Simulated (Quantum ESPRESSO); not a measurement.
The system is CoO.

```
Co O
1.0
    -1.50800    1.50800    2.10725
     1.50800   -1.50800    2.10725
     1.50800    1.50800   -2.10725
Co O
1 1
Direct
  0.00000 0.00000 0.00000
  0.50000 0.50000 0.00000
```

Base run:

```yaml
Program: Quantum ESPRESSO 7.5
Functional: LDA
Potentials_or_basis: GBRV 1.5 LDA
Cutoff: 762 eV
Density_cutoff: 6095 eV
k_mesh: 12 × 12 × 12
Occupations: fermi-dirac, width 0.05 eV
Spin: collinear spin, ferromagnetic start
Starting_moments: "[2.0, 0.0] μB"
```

Its results: band gap on the k mesh none (metal or under the smearing width); pressure -17.0 GPa; net moment 2.95 μB per cell; site moments Co +2.48; O +0.36 μB.

Task: The run is repeated on the same cell with these changes: functional from LDA to PBEsol; potentials or basis from GBRV 1.5 LDA to GBRV 1.5 PBEsol. What comes out?

Result: Band gap on the k mesh none (metal or under the smearing width); pressure -8.9 GPa; net moment 2.99 μB per cell; site moments Co +2.53; O +0.35 μB.

Caveats: a cell with one magnetic atom can't hold antiferromagnetic order, which such compounds often take; semilocal functionals often make such compounds metallic where correlation or magnetic order opens a gap, which also shifts bond lengths; so large a pressure means that the cell lies far from this level's equilibrium, or that cutoff or potentials fall short (some runs).
